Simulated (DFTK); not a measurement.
# HfO2 (Fm-3m) in DFTK: single point with PBE

Aim: the single point of HfO2 with PBE.

All numbers are computed with DFTK 0.8.2; they aren't measurements. Logs are shortened: lines on timing, memory, paths and dates and some standing lists are left out, and cuts for length are marked.

## (1) The undisturbed crystal

Symmetry: Fm-3m, No. 225, cubic system. Conventional cell: a = 5.115 Å, b = 5.115 Å, c = 5.115 Å, α = 90.00°, β = 90.00°, γ = 90.00°. Hf (site symmetry m-3m) has 8 O at 2.21 Å as nearest neighbours. O (site symmetry -43m) is surrounded by 4 Hf at 2.21 Å.

Measurements of this composition are mostly on another form, of space group No. 14.

## (2) Single point, PBE (atoms moved at random, drawn with an rms of 0.05 Å)

Input file run.jl:

```julia
using DFTK
using PseudoPotentialData
using Unitful, UnitfulAtomic
using LinearAlgebra, Printf
include("save.jl")
setup_threading()

# lattice vectors are the columns
lattice = austrip(1u"Å") * [           0.0         2.5575         2.5575;
                   2.5575            0.0         2.5575;
                   2.5575         2.5575            0.0]
symbols   = [:Hf, :O, :O]
positions = [[0.009026, 0.000776, -0.015243],
             [0.746437, 0.748737, 0.757242],
             [0.251091, 0.240087, 0.250043]]
pseudopotentials = PseudoFamily("dojo.nc.sr.pbe.v0_4_1.standard.upf")
elements = Dict(s => ElementPsp(s, pseudopotentials) for s in unique(symbols))
atoms    = [elements[s] for s in symbols]

build_model(lattice, positions; symmetries=true) =
    model_DFT(lattice, atoms, positions;
              functionals=PBE(),
              temperature=austrip(0.05u"eV"),
              smearing=Smearing.FermiDirac(),
              symmetries)
Ecut  = 42.0  # hartree
kgrid = [9, 9, 9]
tol   = 1e-6
to_GPa = ustrip(uconvert(u"GPa", 1u"hartree/bohr^3"))

model = build_model(lattice, positions)
basis = PlaneWaveBasis(model; Ecut, kgrid)
display(basis)
scfres = self_consistent_field(basis;
                               tol,
                               nbandsalg=AdaptiveBands(model; n_bands_converge=17))
display(scfres.energies)
@printf "Fermi level: %.6f eV\n" ustrip(auconvert(u"eV", something(scfres.εF, NaN)))
forces = compute_forces_cart(scfres)
println("Forces (eV/Å)")
for (s, f) in zip(symbols, forces)
    @printf "%-3s %12.6f %12.6f %12.6f\n" s ustrip.(auconvert.(u"eV/Å", f))...
end
stress = compute_stresses_cart(scfres)
println("Stress (GPa)")
display(round.(stress * to_GPa; digits=4))
println("Levels at the first k-point (eV): ", round.(ustrip.(auconvert.(u"eV", scfres.eigenvalues[1])); digits=4))
save_scf!(scfres; forces, stress)
```

Potentials or basis: dojo.nc.sr.pbe.v0_4_1.standard.upf (PBE).

Run with:

```
$ julia --threads=4 run.jl  # save.jl only writes the numbers to a file and isn't shown; printed stress counts tension as positive; times include loading and compiling
```

Log:

```text
PlaneWaveBasis discretization:

    Ecut                 : 42.0 Ha
    fft_size             : (45, 45, 45), 91125 total points
    kgrid                : MonkhorstPack([9, 9, 9])
    num.   red. kpoints  : 729
    num. irred. kpoints  : 729

    Discretized Model(gga_x_pbe+gga_c_pbe, 3D):
        lattice (in Bohr)    : [0         , 4.83297   , 4.83297   ]
                               [4.83297   , 0         , 4.83297   ]
                               [4.83297   , 4.83297   , 0         ]
        unit cell volume     : 225.77 Bohr³

        atoms                : HfO₂
        pseudopot. family    : PseudoFamily("dojo.nc.sr.pbe.v0_4_1.standard.upf")

        num. electrons       : 24
        spin polarization    : none
        temperature          : 0.0018375 Ha
        smearing             : DFTK.Smearing.FermiDirac()

        terms                : Kinetic()
                               AtomicLocal()
                               AtomicNonlocal()
                               Ewald(nothing)
                               PspCorrection()
                               Hartree()
                               Xc(gga_x_pbe, gga_c_pbe)
                               Entropy()
n     Energy            log10(ΔE)   log10(Δρ)   Diag   Δtime
---   ---------------   ---------   ---------   ----   ------
  1   -89.44764957891                   -0.37    4.6    70.2s
  2   -89.46144156843       -1.86       -0.36    3.5    53.8s
  3   -89.65656435583       -0.71       -0.69    3.9    56.7s
  4   -89.70192903465       -1.34       -1.30    3.0    47.7s
  5   -89.70370331853       -2.75       -1.61    2.0    24.5s
  6   -89.70431695191       -3.21       -2.04    2.0    31.4s
  7   -89.70440115258       -4.07       -2.69    1.3    31.1s
  8   -89.70440592324       -5.32       -3.08    2.6    41.7s
  9   -89.70440653557       -6.21       -4.06    2.0    40.4s
 10   -89.70440654787       -7.91       -4.16    3.3    56.6s
 11   -89.70440655072       -8.55       -5.46    1.1    33.0s
 12   -89.70440655079      -10.11       -5.35    4.5    79.1s
 13   -89.70440655081      -10.71       -6.02    1.1    36.0s
Energy breakdown (in Ha):
    Kinetic             36.6141623
    AtomicLocal         -51.6892249
    AtomicNonlocal      -2.4447288
    Ewald               -67.2139141
    PspCorrection       3.6498742
    Hartree             14.0756470
    Xc                  -22.6962223
    Entropy             0.0000000

    total               -89.704406550814
Fermi level: 9.696053 eV
Forces (eV/Å)
Hf      0.123980     0.060425    -0.145838
O      -0.406280    -0.066632    -0.032599
O       0.282271     0.006012     0.178488
Stress (GPa)
3×3 StaticArraysCore.SMatrix{3, 3, Float64, 9} with indices SOneTo(3)×SOneTo(3):
  4.3253  -0.3716   0.0376
 -0.3716   4.4791  -0.9229
  0.0376  -0.9229   4.4509
Levels at the first k-point (eV): [-53.4611, -21.9298, -21.9239, -21.9171, -10.706, -7.7872, 2.5762, 2.6287, 2.6785, 7.1613, 7.191, 7.199, 11.696, 11.7207, 13.4399, 17.7619, 17.8913, 18.0463, 21.7219, 21.8249]
```

Run time: 28 min. Hardware: 4 threads of Intel Xeon 6975P-C (Granite Rapids), shared host; peak memory 17 GiB.

What came out:

- Free energy: -2440.9813 eV
- Pressure: -4.4 GPa
- Largest force: 0.413 eV/Å
- Band gap on the k mesh: 3.87 eV, indirect (least direct gap 3.98 eV)

Forces on the atoms (eV/Å):
```
Hf   0.124  0.060 -0.146
O   -0.406 -0.067 -0.033
O    0.282  0.006  0.178
```

Stress tensor (GPa, compression positive):
```
-4.33  0.37 -0.04
 0.37 -4.48  0.92
-0.04  0.92 -4.45
```

Caveat: spin-orbit coupling is left out, which moves the levels of the heavy elements; an odd mesh through Γ misses points on the zone boundary, where band edges often lie.
